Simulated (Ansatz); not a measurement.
# TiSi2 (Fddd) in Ansatz: further runs

Runs on TiSi2. Level: PBE. Tasks: relaxation of cell and atoms.

All numbers are computed with Ansatz 0.2.0; they aren't measurements. Logs are shortened: lines on timing, memory, paths and dates and some standing lists are left out, and cuts for length are marked.

**1. The crystal as given**

The structure is orthorhombic, space group Fddd (No. 70). The conventional cell has a = 4.779 Å, b = 8.235 Å, c = 8.526 Å, α = 90.00°, β = 90.00°, γ = 90.00°. Around Ti (site symmetry 222) lie 10 Si at 2.55 to 2.78 Å. Around Si (site symmetry 2) lie 5 Si at 2.52 to 2.79 Å and 5 Ti at 2.55 to 2.78 Å.

The cell is a database's computed one.

**2. Relaxation of cell and atoms, PBE**

The input, input.yaml:

```yaml
crystal:
  lattice:
    - [0.0, 4.1175163063, 4.2628978354]
    - [2.3895119538, 0.0, 4.2628978354]
    - [2.3895119538, 4.1175163063, 0.0]
  atoms:
    - { symbol: Ti, position: [0.75, 0.75, 0.75] }
    - { symbol: Ti, position: [0.5, 0.5, 0.5] }
    - { symbol: Si, position: [0.41256561, 0.08743439, 0.41256561] }
    - { symbol: Si, position: [0.08743439, 0.41256561, 0.08743439] }
    - { symbol: Si, position: [0.16256561, 0.83743439, 0.16256561] }
    - { symbol: Si, position: [0.83743439, 0.16256561, 0.83743439] }
hamiltonian:
  xc: pbe
  pseudopotentials: { kind: paw, source: jth }
kpoints:
  mp_grid: { grid: [7, 7, 7] }
scf:
  occupations: { method: fermi_dirac, width: 0.05 }
output:
  forces: true
  stress: true
  eigenvalues: true
relax:
  f_tol: 0.01
  max_steps: 40
  cell: { stress_tol: 0.05 }
```

Potentials or basis: JTH PAW.

Started as:

```sh
$ ansatz run input.yaml --threads 2 --pin off --max-ram 5632MiB --backend cpu --events-out ev --progress --plain --runs-dir out
```

The program printed:

```text
Warning: the checks of this Ti dataset prove no rule for summing its radial tables, as where they were carried onto another mesh than they were made on, and Gregory's rule is taken, under which a leading mesh point left out moves its sums only by what lay on the interval it spanned. That does not make them correct, and they differ from Quantum ESPRESSO's on this file; a re-export a fraction of a mesh step off can move them. hamiltonian.pseudopotentials.radial_quadrature: simpson_from_first_knot sums it by `pw.x`'s rule; on a PAW file no value gives `pw.x`'s numbers. What more to know: hamiltonian.pseudopotentials.radial_quadrature, in the input reference
Warning: the checks of this Si dataset prove no rule for summing its radial tables, as where they were carried onto another mesh than they were made on, and Gregory's rule is taken, under which a leading mesh point left out moves its sums only by what lay on the interval it spanned. That does not make them correct, and they differ from Quantum ESPRESSO's on this file; a re-export a fraction of a mesh step off can move them. hamiltonian.pseudopotentials.radial_quadrature: simpson_from_first_knot sums it by `pw.x`'s rule; on a PAW file no value gives `pw.x`'s numbers. What more to know: hamiltonian.pseudopotentials.radial_quadrature, in the input reference
Warning: RAYON_NUM_THREADS=2 ignored (pool sized by the plan → 2); use --threads N
Engine: ansatz 0.2.0, aarch64-unknown-linux-gnu
Pseudopotentials: kind: paw
Pseudopotential: Ti, paw, valence charge 12, recommended cutoff 1230 eV (normal), Ti.paw.azcp
Pseudopotential: Si, paw, valence charge 4, recommended cutoff 390 eV (normal), Si.paw.azcp
Functional definition: PBE
  parameter kappa = 0.804
  parameter beta = 0.06672455060314922
  exchange = pbe_x(kappa = kappa, mu = beta*pi^2/3)
  correlation = pbe_c(beta = beta)
Crystal: 6 atoms, lattice volume = 83.884 Å³
Basis set: ecut = 1230 eV, 8211 PW (Γ), exchange–correlation on 180×144×144 points (8 copies of the dense FFT grid, shifted against one another)
Bands: 26, of which v1, the nominal top of the filled ones, is band 20 counted from 1 (19 counted from 0)
Symmetry: 8 space group operations
Space group: Fddd (ITA 70), of the structure as read, at distance tolerance 4.4e-5 Å
k-points: 64 of 343
Non-local potential: Ti, projectors of the file, l = 0: 2, l = 1: 2, l = 2: 2
Non-local potential: Si, projectors of the file, l = 0: 2, l = 1: 2
PAW form: soft (Blöchl's): semilocal exchange-correlation on the pseudo side does not see the compensation charge
PAW one-centre angular grid: Ti, 590 points (default); XC on 64 Gauss nodes
PAW one-centre angular grid: Si, 110 points (default); XC on 97 of its mesh's 825 points in the sphere
Initial density: superposition of atomic densities (chi_scale 0.1, normalization cell, long waves kept (reshape's long-wave potential 0.00 eV rms))
Initial wavefunctions: pseudopotential atomic-orbital guess
Functional: x = pbe(κ = 0.804, μ = 0.2195149727645171), c = pbe(β = 0.06672455060314922)
SCF iter   1: F=—  HF=-7547.309031 eV  |F-HF|=—  |Δ(HF+E_count)|=         —  Δρ=9.04e-2  dr2=9.50e0  ethr=3.10e-3  ⟨swp⟩=7.8  Hψ=11224  notcnv=0
preconditioner: auto → Kerker (q_TF=auto, 2.412 Å⁻¹)  [metal: Δε(μ)=0.025 eV  Ē_g=7.180 eV  σ=0.050 eV  W_gap=0.13  n_scr=16 (ndim 8)  ℏωp=19.9 eV  f_vac=0.004  D(μ)=2.33/eV (n_scr^D=16)]
SCF iter   2: F=—  HF=-7545.172511 eV  |F-HF|=—  |Δ(HF+E_count)|=    2.14e0  Δρ=2.70e-2  dr2=5.14e-1  ethr=3.10e-3  ⟨swp⟩=5.0  Hψ=4689  notcnv=0  defer=44
SCF iter   3: F=—  HF=-7545.080840 eV  |F-HF|=—  |Δ(HF+E_count)|=   9.17e-2  Δρ=1.66e-2  dr2=2.06e-1  ethr=1.29e-3  ⟨swp⟩=2.3  Hψ=1987  notcnv=0  defer=44
SCF iter   4: F=—  HF=-7545.031969 eV  |F-HF|=—  |Δ(HF+E_count)|=   4.89e-2  Δρ=7.24e-3  dr2=3.84e-2  ethr=5.14e-4  ⟨swp⟩=2.3  Hψ=1969  notcnv=0  defer=44
SCF iter   5: F=—  HF=-7545.021295 eV  |F-HF|=—  |Δ(HF+E_count)|=   1.07e-2  Δρ=1.44e-3  dr2=1.41e-3  ethr=9.60e-5  ⟨swp⟩=2.7  Hψ=2476  notcnv=0  defer=44
SCF iter   6: F=—  HF=-7545.021166 eV  |F-HF|=—  |Δ(HF+E_count)|=   1.29e-4  Δρ=2.30e-4  dr2=3.93e-5  ethr=3.54e-6  ⟨swp⟩=3.7  Hψ=2693  notcnv=0  defer=42
SCF iter   7: F=—  HF=-7545.021118 eV  |F-HF|=—  |Δ(HF+E_count)|=   4.86e-5  Δρ=3.00e-5  dr2=5.81e-7  ethr=9.84e-8  ⟨swp⟩=4.1  Hψ=4557  notcnv=0  defer=42
SCF iter   8: F=-7545.021111 eV  HF=-7545.021112 eV  |F-HF|=2.20e-7  |Δ(HF+E_count)|=   6.19e-6  Δρ=7.86e-6  dr2=8.23e-8  ethr=2.50e-10  ⟨swp⟩=15.2  Hψ=12907  notcnv=0
SCF 1 converged in 8 iterations: F = -7545.021111 eV  dr2 = 8.23e-8
relax step   1: F+E_penalty+E_count = -7545.02111139 eV  Δ(F+E_penalty+E_count) = +0.000e0 eV  max|allowed force component| = 1.557e-2 eV/Å  Δτ_max = 0.0000 Å  P = +2.223 GPa  Ω = 83.884 Å³  (8 SCF iters, dr2 threshold 1.00e-7 eV, accepted)
Crystal: 6 atoms, lattice volume = 85.099 Å³
Basis set: ecut = 1230 eV, 8327 PW (Γ), exchange–correlation on 180×144×144 points (8 copies of the dense FFT grid, shifted against one another)
[... 46 lines left out ...]
SCF iter   2: F=—  HF=-7545.030831 eV  |F-HF|=—  |Δ(HF+E_count)|=   2.87e-5  Δρ=5.31e-6  dr2=2.50e-9  ethr=2.05e-11  ⟨swp⟩=5.0  Hψ=5603  notcnv=0
SCF iter   3: F=—  HF=-7545.030831 eV  |F-HF|=—  |Δ(HF+E_count)|=   2.12e-8  Δρ=2.85e-6  dr2=3.55e-10  ethr=6.24e-12  ⟨swp⟩=2.0  Hψ=2820  notcnv=0
iter 4 did not close the SCF: its close was put off for the readings that it lacked (scf_convergence_deferred on its scf_iter line)
SCF iter   4: F=-7545.030832 eV  HF=-7545.030832 eV  |F-HF|=2.73e-11  |Δ(HF+E_count)|=   8.82e-9  Δρ=1.65e-7  dr2=3.20e-11  ethr=1.00e-12  ⟨swp⟩=2.2  Hψ=2981  notcnv=0
iter 5 did not close the SCF: its close was put off for the readings that it lacked (scf_convergence_deferred on its scf_iter line)
SCF iter   5: F=-7545.030832 eV  HF=-7545.030832 eV  |F-HF|=0.00e0  |Δ(HF+E_count)|=  4.55e-12  Δρ=5.02e-8  dr2=3.17e-12  ethr=1.00e-12  ⟨swp⟩=1.0  Hψ=1664  notcnv=0
iter 6 did not close the SCF: its close was put off for the readings that it lacked (scf_convergence_deferred on its scf_iter line)
SCF iter   6: F=-7545.030832 eV  HF=-7545.030832 eV  |F-HF|=9.09e-13  |Δ(HF+E_count)|=  6.37e-12  Δρ=1.05e-8  dr2=1.61e-13  ethr=1.00e-12  ⟨swp⟩=1.0  Hψ=1664  notcnv=0
iter 7 did not close the SCF: its close was put off for the readings that it lacked (scf_convergence_deferred on its scf_iter line)
SCF iter   7: F=-7545.030832 eV  HF=-7545.030832 eV  |F-HF|=3.64e-12  |Δ(HF+E_count)|=  1.82e-12  Δρ=2.16e-9  dr2=7.56e-15  ethr=1.00e-12  ⟨swp⟩=1.0  Hψ=1664  notcnv=0
SCF iter   8: F=-7545.030832 eV  HF=-7545.030832 eV  |F-HF|=2.73e-12  |Δ(HF+E_count)|=  9.09e-13  Δρ=1.42e-9  dr2=7.95e-16  ethr=1.00e-12  ⟨swp⟩=3.7  Hψ=6127  notcnv=0
SCF 5 converged in 8 iterations: F = -7545.030832 eV  dr2 = 7.95e-16
relax step   5: F+E_penalty+E_count = -7545.03083150 eV  Δ(F+E_penalty+E_count) = -1.196e-4 eV  max|allowed force component| = 3.366e-4 eV/Å  Δτ_max = 0.0000 Å  P = +0.001 GPa  Ω = 85.093 Å³  stress off target by 2.68e-3 GPa  SCF on the basis re-selected at this cell (its energy is not comparable with the rows above)  (8 SCF iters)
basis re-selected at this cell: Δ(F+E_penalty+E_count) = -1.196e-4 eV, ΔP = +0.000 GPa vs the last step (what re-selecting the basis moved, of the pressure what is left beyond the Pulay correction that the steps carried, after the strain that the cell walked since its last selection, with what the two solves' SCF thresholds leave and, on support functions, any second-order correction that the steps lacked; it is no measure of the basis error at this ecutwfc). This SCF's stress stands 2.68e-3 GPa from its target on what of the cell is left free (relax.cell.stress_tol is 5.00e-2 GPa) and its largest allowed force component is 3.37e-4 eV/Å (relax.f_tol is 1.00e-2 eV/Å): within both
SCF converged after 8 iterations
Free energy (F): -7545.030832 eV
Harris-Foulkes:  -7545.030832 eV  (|F-HF|=2.73e-12)
Internal energy: -7545.010640 eV  (E = F + TS)
E sigma→0 (E₀):  -7545.020736 eV
Entropy (-TS):   -0.020192 eV (-3.365 meV/atom)
Fermi energy:    12.550620 eV
--- Per-component energies (eV) ---
  E_band       = -217.140472
  E_kinetic    = 596.576372
  E_local      = -2155.151704  (includes V_loc(G=0)·N_el)
  E_nonlocal   = 348.275820
  E_hartree    = 845.207059
  E_xc         = -442.645937
  E_vxc        = -390.779599  (∫ρ·V_xc dr)
  E_paw        = -4077.450652  (= ΣΔE_a)
  E_vpaw       = -306.475476  (= ΣTr[D̂ρ^β])
  E_aug_tail   = -0.000002  (compensation charges beyond the density's cutoff)
  E_ewald      = -2659.821596
  E_smearing   = -0.020192  (= −TS)
  E_closure    = 0.000000  (closes the sum)
  Σ components = -7545.030832   (vs F -7545.030832, Δ=0.00e0)
--- Forces (eV/Å), atoms counted from 1 ---
  atom   1  Ti    -0.00000000     0.00000000    -0.00000000
  atom   2  Ti     0.00000000    -0.00000000     0.00000000
  atom   3  Si    -0.00000000     0.00033660    -0.00000000
  atom   4  Si     0.00000000    -0.00033660     0.00000000
  atom   5  Si    -0.00000000     0.00033660     0.00000000
  atom   6  Si     0.00000000    -0.00033660     0.00000000
  max |Σ_I F_I| component: 0.00e0 eV/Å
--- Stress (GPa, compression-positive) ---
        0.002680       0.000000      -0.000000
        0.000000       0.002320       0.000000
       -0.000000       0.000000      -0.000584
  P = ⅓ Tr σ = 0.0015 GPa (0.015 kbar)
--- Band table (eV; the first three rows and the last of 64) ---
  k-point 0: bands = ["-43.7339", "-43.7070", "-20.1082", "-20.1067", "-20.0212", "-20.0068", "-20.0012", "-19.9859", "0.0294", "5.8520", "6.8146", "7.1940", "7.5632", "8.7933", "8.8163", "10.0352", "10.2924", "10.4905", "10.7753", "11.2270", "11.6486", "14.5878", "15.6187", "15.8048", "15.9656", "15.9658"]
  k-point 1: bands = ["-43.7328", "-43.7080", "-20.1096", "-20.1037", "-20.0275", "-20.0069", "-19.9992", "-19.9859", "0.2409", "5.5854", "5.9995", "7.0570", "7.9121", "8.7241", "9.2472", "9.8119", "10.3956", "10.5076", "11.2972", "11.3829", "11.6324", "14.3878", "15.4498", "15.5157", "15.7010", "15.8393"]
  k-point 2: bands = ["-43.7302", "-43.7105", "-20.1139", "-20.0946", "-20.0427", "-20.0057", "-19.9964", "-19.9855", "0.8484", "4.6797", "5.1780", "6.8992", "7.7293", "8.4507", "9.5082", "10.0047", "10.8068", "11.2424", "11.4778", "11.8126", "12.4040", "13.8750", "15.0244", "15.1198", "15.3159", "15.3574"]
  k-point 63: bands = ["-43.7210", "-43.7197", "-20.0888", "-20.0828", "-20.0503", "-20.0416", "-19.9906", "-19.9869", "2.0541", "2.0878", "6.0304", "7.0209", "7.9774", "9.3005", "9.5130", "9.9982", "10.8894", "11.1070", "11.5523", "11.5876", "13.4353", "13.5047", "14.5815", "15.1257", "15.5102", "15.6803"]
--- Relaxed structure (4 steps of the walk, 4 accepted, 1 SCFs on fresh bases) ---
  F+E_penalty+E_count = -7545.03083150 eV   max|allowed force component| = 3.366e-4 eV/Å   (the final SCF, on the basis selected at the relaxed cell)
  cell:  # Å, volume = 85.0933 Å³
    - [-2.942254549860339e-18, 4.1254182031776345, 4.289463239917076]
    - [2.4043311739145934, -1.6007791026109788e-33, 4.289463239917076]
    - [2.4043311739145934, 4.1254182031776345, -1.649242531601518e-18]
  atoms:
    - { symbol: Ti, position: [0.7499999999999997, 0.7499999999999999, 0.7500000000000002] }
    - { symbol: Ti, position: [0.49999999999999994, 0.49999999999999994, 0.5] }
    - { symbol: Si, position: [0.41270238084176947, 0.08729761915823045, 0.4127023808417696] }
    - { symbol: Si, position: [0.08729761915823028, 0.4127023808417697, 0.08729761915823045] }
    - { symbol: Si, position: [0.16270238084176963, 0.8372976191582302, 0.16270238084176974] }
    - { symbol: Si, position: [0.8372976191582302, 0.16270238084176963, 0.8372976191582304] }
```

It took 2.2 min on 2 threads of Arm Neoverse V1, shared host; peak memory 1.1 GiB.

Results:

```yaml
Free_energy: -7545.0308 eV
Relaxed_volume: 14.18 Å³/atom
Relaxed_cell: a = 5.951 Å, b = 4.917 Å, c = 4.775 Å, α = 75.75°, β = 53.21°, γ = 51.04°
Space_group_after_relaxing_to_0.05_Å: Fddd (No. 70)
Energy_gained_by_relaxing: 1.6 meV/atom
Ionic_steps: 5
Pressure_after_relaxing: 0.0 GPa
Band_gap_on_the_k_mesh: none (metal or under the smearing width)
```

The path:
| step | energy change (eV) | largest force (eV/Å) | volume (Å³) |
| --- | --- | --- | --- |
| 1 | 0.0000 | 0.0156 | 83.88 |
| 2 | -0.0094 | 0.0076 | 85.10 |
| 3 | -0.0096 | 0.0011 | 85.13 |
| 4 | -0.0096 | 0.0003 | 85.09 |
| 5 | -0.0097 | 0.0003 | 85.09 |

Final structure:
```yaml
crystal:
  lattice:
    - [0.00000, 4.12542, 4.28946]
    - [2.40433, 0.00000, 4.28946]
    - [2.40433, 4.12542, 0.00000]
  atoms:
    - { symbol: Ti, position: [0.75000, 0.75000, 0.75000] }
    - { symbol: Ti, position: [0.50000, 0.50000, 0.50000] }
    - { symbol: Si, position: [0.41270, 0.08730, 0.41270] }
    - { symbol: Si, position: [0.08730, 0.41270, 0.08730] }
    - { symbol: Si, position: [0.16270, 0.83730, 0.16270] }
    - { symbol: Si, position: [0.83730, 0.16270, 0.83730] }
```

Levels at points of the mesh, in eV from the Fermi level:
```tsv
k point	band 17	band 18	band 19	band 20	band 21	band 22	band 23	band 24
(0.00, 0.00, 0.00)	-2.26	-2.06	-1.78	-1.32	-0.90	2.04	3.07	3.25
```

Caveat: the plane-wave basis is chosen anew once the cell has moved, so the energies of steps on either side of that aren't comparable.

**3. Relaxation of cell and atoms, PBE**

input.yaml, as its differences from that of step 2:

```diff
@@ -14,3 +14,3 @@
   xc: pbe
-  pseudopotentials: { kind: paw, source: jth }
+  pseudopotentials: { kind: nc, source: spms }
 kpoints:
@@ -23,2 +23,6 @@
   eigenvalues: true
+  write_density: true
+  write_potential: true
+  elf: true
+  volumetric_format: npy
 relax:
```

Potentials or basis: SPMS NC.

Started as:

```sh
$ ansatz run input.yaml --threads 2 --pin off --max-ram 5632MiB --backend cpu --events-out ev --progress --plain --runs-dir out
```

Wall time 49 s (2 threads of Arm Neoverse V1, shared host); peak memory 0.53 GiB.

The run converged. Its results:

| Quantity | Value |
| --- | --- |
| Free energy | -3654.9527 eV |
| Relaxed volume | 14.16 Å³/atom |
| Relaxed cell | a = 5.949 Å, b = 4.916 Å, c = 4.772 Å, α = 75.75°, β = 53.22°, γ = 51.02° |
| Space group after relaxing (to 0.05 Å) | Fddd (No. 70) |
| Energy gained by relaxing | 1.5 meV/atom |
| Ionic steps | 5 |
| Pressure after relaxing | 0.0 GPa |
| Band gap on the k mesh | none (metal or under the smearing width) |

The path:
| step | energy change (eV) | largest force (eV/Å) | volume (Å³) |
| --- | --- | --- | --- |
| 1 | 0.0000 | 0.0171 | 83.88 |
| 2 | -0.0074 | 0.0068 | 84.98 |
| 3 | -0.0076 | 0.0013 | 85.01 |
| 4 | -0.0077 | 0.0004 | 84.98 |
| 5 | -0.0087 | 0.0003 | 84.98 |

Final structure:
```xyz
6
Lattice="0.0000 4.1227 4.2891 2.4027 0.0000 4.2891 2.4027 4.1227 0.0000" Properties=species:S:1:pos:R:3 pbc="T T T"
Ti    3.6041    6.1841    6.4337
Ti    2.4027    4.1227    4.2891
Si    1.2014    3.4031    2.1446
Si    1.2014    0.7196    2.1446
Si    2.4027    1.3418    4.2891
Si    2.4027    6.9037    4.2891
```

Levels at points of the mesh, in eV from the Fermi level:
```tsv
k point	band 18	band 19	band 20	band 21	band 22	band 23
(0.00, 0.00, 0.00)	-2.06	-1.78	-1.33	-0.90	2.03	3.07
```

Caveat: the plane-wave basis is chosen anew once the cell has moved, so the energies of steps on either side of that aren't comparable.

(Continued in part 2 of 2.)
